Tantalum nitride: how hard does a weak attraction squeeze a stiff crystal?

Tantalum nitride in the rocksalt structure is a hard, metallic ceramic. Three programs that use the same density functional, PBE, agree on its lattice constant to about a thousandth of an ångström. A change of functional can move it by hundredths, so the choice of physical approximation can matter far more here than the choice of program.

Some rows add a correction called D3, which supplies the long-range attraction between atoms (dispersion) that ordinary functionals lack. It comes in two versions, D3 and D3(BJ), which differ in how they switch the attraction off at short distance. Three results are hidden.

Cubic lattice constant a of rocksalt TaN (Fm-3m) from Kohn–Sham DFT in several programs, without spin polarisation or spin–orbit coupling and with Fermi–Dirac smearing of 0.05 eV. Each value comes from a fit to energies at seven volumes. The measured reference is 4.33 Å for a bulk crystal (pmc:6281710); reported values run from 4.32 to 4.42 Å.

```
                    program     functional             how the value is got             potentials or basis  wave cutoff (eV)    k-mesh  computed lattice constant (Å)  computed over measured, less one (%)
          ABINIT 10.8.3 (1)    BP86+D3(BJ)  from the rest volume of the fit                JTH PAW PBE v2.0               680  10x10x10                              ?                                     ?
          ABINIT 10.8.3 (2)        BP86+D3  from the rest volume of the fit                JTH PAW PBE v2.0               680  10x10x10                              ?                                     ?
          ABINIT 10.8.3 (3)  revPBE+D3(BJ)  from the rest volume of the fit                JTH PAW PBE v2.0               680  10x10x10                              ?                                     ?
          ABINIT 10.8.3 (4)         PBE+D3  from the rest volume of the fit                JTH PAW PBE v2.0               680  10x10x10                          4.385                                  1.27
          ABINIT 10.8.3 (5)    BLYP+D3(BJ)  from the rest volume of the fit                JTH PAW PBE v2.0               680  10x10x10                          4.392                                  1.42
              SIRIUS 7.10.0            PBE  from the rest volume of the fit      dojo sr pbe 0.4.1 standard              1152  10x10x10                          4.415                                  1.97
       Quantum ESPRESSO 7.5            PBE  from the rest volume of the fit         SSSP 1.3 efficiency PBE               816  10x10x10                          4.415                                  1.97
          ABINIT 10.8.3 (6)            PBE  from the rest volume of the fit                JTH PAW PBE v2.0               544  10x10x10                          4.416                                  2.00
          ABINIT 10.8.3 (7)           PW91  from the rest volume of the fit                JTH PAW PBE v2.0               680  10x10x10                          4.417                                  2.01
          ABINIT 10.8.3 (8)         revPBE  from the rest volume of the fit                JTH PAW PBE v2.0               680  10x10x10                          4.431                                  2.34
JDFTx 1.7.0 (patched build)           RPBE  from the rest volume of the fit  PseudoDojo SR PBE 0.5 standard              1143  10x10x10                          4.433                                  2.38
          ABINIT 10.8.3 (9)           RPBE  from the rest volume of the fit                JTH PAW PBE v2.0               680  10x10x10                          4.437                                  2.47
```

(a) Dispersion is known for holding soft matter together. How can it shorten a ceramic as stiff as TaN by a visible amount, and can the size of the effect be estimated?

Solution. Picture a stiff spring with a weak magnet at each end. The magnets pull inwards, the spring pushes back, and the length settles where the two balance. The shortening is the pull divided by the stiffness, so even a strong spring gives way a little. The picture has a limit: in the crystal the pull comes from many pairs of atoms at many distances, and D3 damps it for close neighbours.

For a crystal the pull becomes an inward pressure p and the stiffness becomes the bulk modulus B. The volume shrinks by the fraction p/B. Since volume goes as the cube of the lattice constant a, the length shrinks by a third of that:

Δa/a = −p/(3B)

The pressure can be read from the PBE energies with and without D3. At 10.164 Å³ per atom the D3 run lies 0.4537 eV per atom below the plain one, and at 11.462 Å³ it lies 0.3960 eV below. Part of this gap comes from the different wave cutoffs of the two runs, but a constant offset drops out of the change with volume, which is what makes a pressure:

p = (0.4537 − 0.3960) eV / (11.462 − 10.164) Å³ = 0.0445 eV/Å³ ≈ 7 GPa

The bulk modulus of plain PBE is 332 GPa, so the length should shrink by 7.1/(3 × 332), or about 0.7%. That is 0.032 Å, and the table shows 0.031 Å between PBE and PBE+D3. Both figures rest on the same energy curves, so their agreement shows how the contraction arises, not whether D3 has the right strength. The scale is worth remembering: a few gigapascals against a few hundred give a change in length of somewhat under one per cent.

(b) Forecast the lattice constants of BP86+D3(BJ), BP86+D3 and revPBE+D3(BJ), each with an error bar.

Solution. The simplest guess is that D3 shortens every cell by the same 0.031 Å. But D3 isn't one fixed force. Its energy for a pair of atoms at distance r has two attractive terms, apart from damping:

E = −C6/r⁶ − s8·C8/r⁸

C6 and C8 describe how easily the two atoms polarise. The weight s8, like the damping, is adjusted anew for each functional and each version of D3, so that functional and correction together describe weakly bound molecules well.

A functional that is too repulsive between molecules needs a stronger correction, which can come from a larger s8, from weaker damping or from both. Where the tails of two electron clouds overlap, the density becomes smoother. A functional that strongly rewards uneven density gives up part of that reward there, and so resists the overlap. The exchange parts of revPBE and BP86 do this more than PBE's. The same preference helps to explain why plain revPBE gives a longer TaN cell than plain PBE.

The published weights are roughly 0.72 for PBE+D3, 1.7 for BP86+D3, 2.4 for revPBE+D3(BJ) and 3.3 for BP86+D3(BJ). To turn them into a pull, compare the slopes of the two terms. At s8 = 1 the second term pulls g times as hard as the first:

g = (8/6) · (C8/C6)/r²

As a rough value of C8/C6 take 60 bohr², which suits pairs of tantalum and nitrogen; for two tantalum atoms the ratio is larger. For r, take the third shell of tantalum atoms around a tantalum atom, at 10.2 bohr. It holds 24 atoms, close enough to pull noticeably and far enough apart for the damping of the D3 version to be weak. D3(BJ) still weakens the pull at this distance, which the estimate ignores. With these values, g ≈ 0.77. It is not fitted to the table, but it is crude: it joins the ratio of one kind of pair to the distance of another, and could easily be wrong by a factor of two or more.

The contraction found for PBE is then scaled by the total pull:

contraction = 0.031 Å × (1 + g·s8)/(1 + 0.72·g)

For revPBE+D3(BJ) the numerator is 1 + 0.766 × 2.4 ≈ 2.84 and the denominator is about 1.55. The pull is thus 1.83 times that in PBE+D3, and the contraction is 0.057 Å. Taken from the plain revPBE value of 4.431 Å, this leaves 4.374 Å.

BP86 has no plain row to start from. The assumption made here is that it starts where PBE does, at 4.416 Å, because the two functionals differ most in the thin tails of the density and less between bonded atoms. The forecasts are:

BP86+D3(BJ): about 4.35 Å, ± 0.025 Å, the shortest of the three
BP86+D3: about 4.37 Å, ± 0.02 Å
revPBE+D3(BJ): about 4.37 Å, ± 0.02 Å

The order of the last two is left open. The error bars are judgements, not statistics. They allow for the crude g, for the neglected difference in damping and, in the BP86 rows, for the assumed start. The simpler guess of one contraction for all functionals would give 4.385 Å for both BP86 rows and 4.400 Å for revPBE+D3(BJ).

(c) How do the forecasts fare? And does a lattice constant closer to the measured 4.33 Å mean a better description of TaN?

Solution. The computed values are these.

The withheld rows as computed:

```
          program     functional             how the value is got  potentials or basis  wave cutoff (eV)    k-mesh  computed lattice constant (Å)  computed over measured, less one (%)
ABINIT 10.8.3 (1)    BP86+D3(BJ)  from the rest volume of the fit     JTH PAW PBE v2.0               680  10x10x10                          4.345                                  0.35
ABINIT 10.8.3 (2)        BP86+D3  from the rest volume of the fit     JTH PAW PBE v2.0               680  10x10x10                          4.360                                  0.68
ABINIT 10.8.3 (3)  revPBE+D3(BJ)  from the rest volume of the fit     JTH PAW PBE v2.0               680  10x10x10                          4.371                                  0.94
```

All three lie within their error bars, and BP86+D3(BJ) is indeed the shortest. The guess of one contraction for all is too long by 0.025 to 0.040 Å. One caution belongs here: the table is sorted by lattice constant and the hidden rows stood at its top, so their positions already showed that none is longer than 4.385 Å and that BP86+D3(BJ) is the shortest. That alone ruled out the simpler guess of 4.400 Å for revPBE+D3(BJ). The formula made no use of the order, and what it adds is the amounts.

The cleanest test is revPBE+D3(BJ), because its plain partner is in the table. Its computed contraction is 0.060 Å, almost twice that of PBE+D3, where the model gave 0.057 Å. With so crude a g, agreement this close is partly luck, but the result fits the idea that a larger weight of the r⁻⁸ term means a stronger pull. It can't settle the matter, since the two rows also differ in their damping.

The correction even reverses the order of the two functionals. Without dispersion, revPBE gives a cell 0.015 Å longer than PBE. With it, revPBE+D3(BJ) comes out 0.014 Å shorter than PBE+D3. These two rows use different versions of D3, though, and for BP86 the change of version alone moves the cell by 0.015 Å, so the reversal might vanish within one version. Weight and damping were fitted to weakly bound molecules, whose electron clouds barely touch. In a dense crystal the functional's own repulsion and the added attraction need not cancel in the same proportion, and in this pair of rows the attraction wins.

The BP86 rows show where the model is weak. BP86+D3(BJ) is hit almost exactly, while BP86+D3 comes out 0.010 Å shorter than forecast. A wrong starting point would shift both rows alike, so it can't be the only fault. The difference between the two rows, which doesn't depend on the start, is 0.015 Å in the calculation and 0.024 Å in the model. The near-perfect hit may therefore owe something to errors that cancel. A likely but untested culprit is the damping, which the model treats as equal in both versions. For the same functional, BP86, the weight is 1.7 in one version and 3.3 in the other. Part of the larger weight probably just makes up for the way D3(BJ) weakens the pull out to larger distances, so it doesn't all become extra contraction.

A row that was visible from the start fits worse. BLYP+D3(BJ) has a weight of about 2.7, and if it too started where PBE does, the formula would give 4.355 Å. The table has 4.392 Å, a miss well beyond the error bars used here. Plain BLYP may start from a longer cell, but no row shows that. The success for BP86 thus leans on a starting point that can't simply be assumed for other functionals.

As for the measured value, the listed 4.33 Å seems to favour the dispersion rows. Plain PBE is 2.0% longer than that, BP86+D3(BJ) only 0.35%. But reported values run from 4.32 to 4.42 Å. Against the upper end, plain PBE is 0.1% too short and BP86+D3(BJ) is 1.7% too short. If that upper value is sound, the ranking turns round with the sample chosen as the reference. The measured values were collected from papers by a program, though, and a few in a hundred may be wrong, so a single value at the end of the range is weak evidence.

There are good reasons for such a spread among samples. Rocksalt TaN is not the most stable form of the compound, and real material often contains vacancies and departs from the ratio of one tantalum to one nitrogen. Vacancies can shrink the cell. The calculations describe a perfect crystal, without thermal or zero-point motion and without spin–orbit coupling. Part of the apparent error of PBE may thus belong to the sample and not to the functional. Two smaller blemishes lie in the calculations: the rows for other functionals use potentials made for PBE, and ABINIT warned about the occupation of its highest bands. Its agreement with the other programs for PBE suggests that the latter does little harm.

There is also a reason to distrust the extra contraction itself. TaN is a metal, and its mobile electrons screen the attraction between distant atoms. D3 adds up pairs of atoms as if this screening were absent, so it may well pull too hard. A shorter cell can then land near a measured value for the wrong reason.

For someone who judges a TaN film by its lattice constant, the practical point is one of scale. The computed values in the full table run from 4.345 to 4.437 Å, a range of 0.092 Å, nearly as wide as the 0.10 Å spanned by the reported measurements. A single computed lattice constant is therefore a poor yardstick for composition. It is safer to compare a perfect and a defective crystal within one and the same method, where much of the functional's error should cancel.
